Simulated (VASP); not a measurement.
Data:

```
GeO2
1.0
    4.42423     0.00000     0.00000
    0.00000     4.42423     0.00000
    0.00000     0.00000     2.88726
Ge O
2 4
Direct
  0.00000   0.00000   0.00000
  0.50000   0.50000   0.50000
  0.30623   0.30623   0.00000
  0.80623   0.19377   0.50000
  0.19377   0.80623   0.50000
  0.69377   0.69377   0.00000
```

Computed with PBEsol GGA with spin-orbit coupling, VASP's PBE PAW potentials (set 64) (plane waves; VASP). Settings: 520 eV cut-off, 5×5×7 Γ-centred mesh, Gaussian smearing of 0.050 eV, potentials Ge_d O.

Question: Give the energies of bands 41 to 54 at the high-symmetry points, in eV from the valence-band maximum.

Answer: 
```
band      Γ      X      M      Z      R      A
----  -----  -----  -----  -----  -----  -----
41    -2.48  -2.88  -2.41  -3.72  -2.78  -3.57
42    -2.48  -2.88  -2.41  -3.72  -2.78  -3.57
43    -2.04  -2.88  -2.41  -3.72  -2.77  -3.57
44    -2.04  -2.88  -2.41  -3.72  -2.77  -3.57
45    -2.04  -1.84  -2.15  -2.31  -1.42  -1.36
46    -2.04  -1.84  -2.15  -2.31  -1.42  -1.36
47    -0.84  -1.84  -2.15  -2.31  -1.41  -1.36
48    -0.84  -1.84  -2.15  -2.31  -1.41  -1.36
49    -0.82  -0.84  -1.49  -1.90  -1.39  -1.17
50    -0.82  -0.84  -1.49  -1.90  -1.39  -1.17
51     0.00  -0.84  -1.49  -1.90  -1.38  -1.17
52     0.00  -0.84  -1.49  -1.90  -1.38  -1.17
53     1.57   4.67   4.72   5.95   6.17   4.44
54     1.57   4.67   4.72   5.95   6.17   4.44
```

The gap is direct, 1.57 eV, from the valence maximum at Γ to the conduction minimum at Γ.

Measured: gap 4.68 eV (computed value off by -3.11 eV), as given by Kelsey A. Mengle et al., Journal of Applied Physics (2019), arXiv:1905.10301.

The compound is GeO2 in the rutile structure. It was relaxed first.
